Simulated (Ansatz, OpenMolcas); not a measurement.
# Heat of formation of C2H6O2 (SMILES OCCO) from total energies

C2H6O2 has 10 atoms, charge 0, and is taken as a singlet. As SMILES, `OCCO`. The coordinates come from a PBE0-D4/def2-TZVP relaxation. This is a higher conformer, about 11 kJ/mol above the lowest found by a separate search.

Total energies at PBE0/6-31G* (spherical functions) (OpenMolcas 26.06); the atoms run unrestricted:

| species | state | energy (Eh) |
| --- | --- | --- |
| C2H6O2 | singlet | -229.974751 |
| O | triplet | -74.983859 |
| C | triplet | -37.792458 |
| H | doublet | -0.499109 |

Harmonic wavenumbers at PBE0-D4/def2-TZVP, in cm⁻¹: 130, 229, 265, 306, 483, 815, 1018, 1082, 1109, 1121, 1208, 1240, 1309, 1366, 1395, 1463, 1503, 1519, 2978, 3023, 3040, 3114, 3865, 3886.

Measured heats of formation of the gaseous atoms at 298.15 K, in kJ/mol: O 249.2, C 716.9, H 218.0. Spin-orbit lowering of the atoms at 298 K (mean of the ground term's levels less their thermal mean, from spectra), in kJ/mol: O 0.40, C 0.02. Take 1 Eh = 2625.50 kJ/mol, 1 cm⁻¹ = 0.0119627 kJ/mol, RT = 2.479 kJ/mol.

Q: Work out the heat of formation of the gas at 298 K.

A: 
1. Electronic atomisation energy: 2 × (-74.983859) + 2 × (-37.792458) + 6 × (-0.499109) − (-229.974751) = 1.427463 Eh = 3747.8 kJ/mol.
2. Zero-point energy: half the sum of the wavenumbers, 18733.5 cm⁻¹ = 224.1 kJ/mol.
3. Thermal vibrational enthalpy, Σ hcν̃/(exp(hcν̃/kT) − 1): 6.7 kJ/mol. Translation, rotation and pV of a non-linear molecule: 4 RT = 9.9 kJ/mol.
4. The 10 free atoms carry 5/2 RT each: 62.0 kJ/mol.
5. Spin-orbit coupling lowers the free atoms by 2 × 0.40 + 2 × 0.02 = 0.8 kJ/mol.
6. Atomisation enthalpy at 298 K: 3747.8 − 0.8 − 224.1 − 6.7 − 9.9 + 62.0 = 3568.3 kJ/mol.
7. Sum of the atoms' heats of formation: 3240.2 kJ/mol. Heat of formation: 3240.2 − 3568.3 = -328.1 kJ/mol.

No measured value is set beside it here. Anharmonicity and any spin-orbit splitting of the molecule are left out.
